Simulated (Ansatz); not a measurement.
# HfO2: the cost of one run

Program: Ansatz 0.2.0. Level of theory: DFT PBE, scalar-relativistic, plane waves, PAW. These are calculated values, not measurements.

## (1) The structure to begin with

The structure is orthorhombic, space group P2_12_12 (No. 18). Conventional cell: a = 5.080 Å, b = 5.165 Å, c = 4.891 Å, α = 90.00°, β = 90.00°, γ = 90.00°. Hf (site symmetry 1) is surrounded by 7 O at 1.99 to 2.25 Å. Around O (site symmetry 2) lie 4 Hf at 2.16 to 2.18 Å. Around O (site symmetry 2) lie 4 Hf at 2.13 to 2.15 Å. O (site symmetry 1) is surrounded by 3 Hf at 1.99 to 2.25 Å.

Structure file:

```
Hf O
1.0
    -5.08032    5.16487    4.89088
     5.08032   -5.16487    4.89088
     5.08032    5.16487   -4.89088
Hf O
16 32
Direct
  0.00487 0.00267 0.27960
  0.50487 0.50267 0.27960
  0.50487 0.00267 0.77960
  0.00487 0.50267 0.77960
  0.74513 0.02474 0.49780
  0.24513 0.52474 0.49780
  0.24513 0.02474 0.99781
  0.74513 0.52474 0.99781
  0.72307 0.22526 0.22040
  0.22307 0.72526 0.22040
  0.22307 0.22526 0.72040
  0.72307 0.72526 0.72040
  0.02693 0.24733 0.00219
  0.52693 0.74733 0.00219
  0.52693 0.24733 0.50219
  0.02693 0.74733 0.50219
  0.96219 0.46219 0.00000
  0.46219 0.96219 0.00000
  0.46219 0.46219 0.50000
  0.96219 0.96219 0.50000
  0.28781 0.28781 0.00000
  0.78781 0.78781 0.00000
  0.78781 0.28781 0.50000
  0.28781 0.78781 0.50000
  0.75547 0.00547 0.25000
  0.25547 0.50547 0.25000
  0.25547 0.00547 0.75000
  0.75547 0.50547 0.75000
  0.49453 0.24453 0.25000
  0.99453 0.74453 0.25000
  0.99453 0.24453 0.75000
  0.49453 0.74453 0.75000
  0.27956 0.10433 0.48842
  0.77956 0.60433 0.48842
  0.77956 0.10433 0.98842
  0.27956 0.60433 0.98842
  0.97044 0.45886 0.32477
  0.47044 0.95886 0.32477
  0.47044 0.45886 0.82477
  0.97044 0.95886 0.82477
  0.61591 0.29114 0.01158
  0.11591 0.79114 0.01158
  0.11591 0.29114 0.51158
  0.61591 0.79114 0.51158
  0.13409 0.14567 0.17523
  0.63409 0.64567 0.17523
  0.63409 0.14567 0.67523
  0.13409 0.64567 0.67523
```

The runs take a perfect supercell of 48 atoms; the defect goes to fractional position (0.005, 0.003, 0.280).

## (2) The perfect supercell

input.yaml

```yaml
crystal:
  lattice:
    - [-5.080319, 5.164867, 4.890884]
    - [5.080319, -5.164867, 4.890884]
    - [5.080319, 5.164867, -4.890884]
  atoms:
    - { symbol: Hf, position: [0.004866, 0.002671, 0.279604] }
    - { symbol: Hf, position: [0.504866, 0.502671, 0.279604] }
    - { symbol: Hf, position: [0.504866, 0.002671, 0.779604] }
    - { symbol: Hf, position: [0.004866, 0.502671, 0.779604] }
    - { symbol: Hf, position: [0.745134, 0.024739, 0.497805] }
    - { symbol: Hf, position: [0.245134, 0.524739, 0.497805] }
    - { symbol: Hf, position: [0.245134, 0.024739, 0.997805] }
    - { symbol: Hf, position: [0.745134, 0.524739, 0.997805] }
    - { symbol: Hf, position: [0.723066, 0.225261, 0.220396] }
    - { symbol: Hf, position: [0.223066, 0.725261, 0.220396] }
    - { symbol: Hf, position: [0.223066, 0.225261, 0.720396] }
    - { symbol: Hf, position: [0.723066, 0.725261, 0.720396] }
    - { symbol: Hf, position: [0.026934, 0.247329, 0.002195] }
    - { symbol: Hf, position: [0.526934, 0.747329, 0.002195] }
    - { symbol: Hf, position: [0.526934, 0.247329, 0.502195] }
    - { symbol: Hf, position: [0.026934, 0.747329, 0.502195] }
    - { symbol: O, position: [0.962188, 0.462188, 0.0] }
    - { symbol: O, position: [0.462188, 0.962188, 0.0] }
    - { symbol: O, position: [0.462188, 0.462188, 0.5] }
    - { symbol: O, position: [0.962188, 0.962188, 0.5] }
    - { symbol: O, position: [0.287812, 0.287812, 0.0] }
    - { symbol: O, position: [0.787812, 0.787812, 0.0] }
    - { symbol: O, position: [0.787812, 0.287812, 0.5] }
    - { symbol: O, position: [0.287812, 0.787812, 0.5] }
    - { symbol: O, position: [0.755473, 0.005473, 0.25] }
    - { symbol: O, position: [0.255473, 0.505473, 0.25] }
    - { symbol: O, position: [0.255473, 0.005473, 0.75] }
    - { symbol: O, position: [0.755473, 0.505473, 0.75] }
    - { symbol: O, position: [0.494527, 0.244527, 0.25] }
    - { symbol: O, position: [0.994527, 0.744527, 0.25] }
    - { symbol: O, position: [0.994527, 0.244527, 0.75] }
    - { symbol: O, position: [0.494527, 0.744527, 0.75] }
    - { symbol: O, position: [0.279557, 0.104325, 0.488417] }
    - { symbol: O, position: [0.779557, 0.604325, 0.488417] }
    - { symbol: O, position: [0.779557, 0.104325, 0.988417] }
    - { symbol: O, position: [0.279557, 0.604325, 0.988417] }
    - { symbol: O, position: [0.970443, 0.45886, 0.324768] }
    - { symbol: O, position: [0.470443, 0.95886, 0.324768] }
    - { symbol: O, position: [0.470443, 0.45886, 0.824768] }
    - { symbol: O, position: [0.970443, 0.95886, 0.824768] }
    - { symbol: O, position: [0.615908, 0.29114, 0.011583] }
    - { symbol: O, position: [0.115908, 0.79114, 0.011583] }
    - { symbol: O, position: [0.115908, 0.29114, 0.511583] }
    - { symbol: O, position: [0.615908, 0.79114, 0.511583] }
    - { symbol: O, position: [0.134092, 0.145675, 0.175232] }
    - { symbol: O, position: [0.634092, 0.645675, 0.175232] }
    - { symbol: O, position: [0.634092, 0.145675, 0.675232] }
    - { symbol: O, position: [0.134092, 0.645675, 0.675232] }
basis:
  ecutwfc: 420
  fft_grid_basis: typed
kpoints:
  mp_grid: { grid: [2, 2, 2] }
hamiltonian:
  xc: pbe
  pseudopotentials: { kind: paw }
scf:
  occupations: { method: gaussian, width: 0.05 }
output:
  forces: true
  stress: false
  eigenvalues: true
  bader: false
  write_density: true
  volumetric_format: npy
```

The run is started by

```console
$ ansatz run input.yaml --threads 4 --pin off --max-ram 10240MiB --backend cpu --events-out ev --progress --plain --runs-dir out
```

**Question.** How long does this run take on 4 threads of Intel Xeon Platinum 8259CL at 2.50GHz (Skylake/Cascade Lake), shared host, and how much memory does it need?

About 26 s, with a peak of 3.7 GiB.
